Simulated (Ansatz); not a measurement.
ZrN, 2 atoms in the cell. Symmetry: Fm-3m, No. 225, cubic system. Conventional cell: a = 4.600 Å, b = 4.600 Å, c = 4.600 Å, α = 90.00°, β = 90.00°, γ = 90.00°. Around Zr (site symmetry m-3m) lie 6 N at 2.30 Å. N (site symmetry m-3m) is surrounded by 6 Zr at 2.30 Å. 

```yaml
Program: Ansatz 0.2.0
Task: single point
Functional: LDA
Potentials_or_basis: all-electron LAPW, scalar-relativistic
Cutoff: 280 eV (chosen from the basis error)
Basis_error_allowed: 0.001 eV/atom
k_mesh: 10 × 10 × 10
Occupations: gaussian, width 0.02 eV
Spin: no spin polarisation
```

Potentials or basis: all-electron LAPW, scalar-relativistic.

The run is started by

```bash
$ ansatz run input.yaml --threads 1 --pin off --max-ram 3072MiB --backend cpu --events-out ev --progress --plain --runs-dir out
```

Hardware: 1 thread of Arm Neoverse V2, on a shared host.

Estimate the wall time of this run.

It took 6.6 s on 1 thread of Arm Neoverse V2, with other jobs on the host, peak memory 0.29 GiB. Counts: scf iterations 9, plane waves 259, k points 47, bands 23.
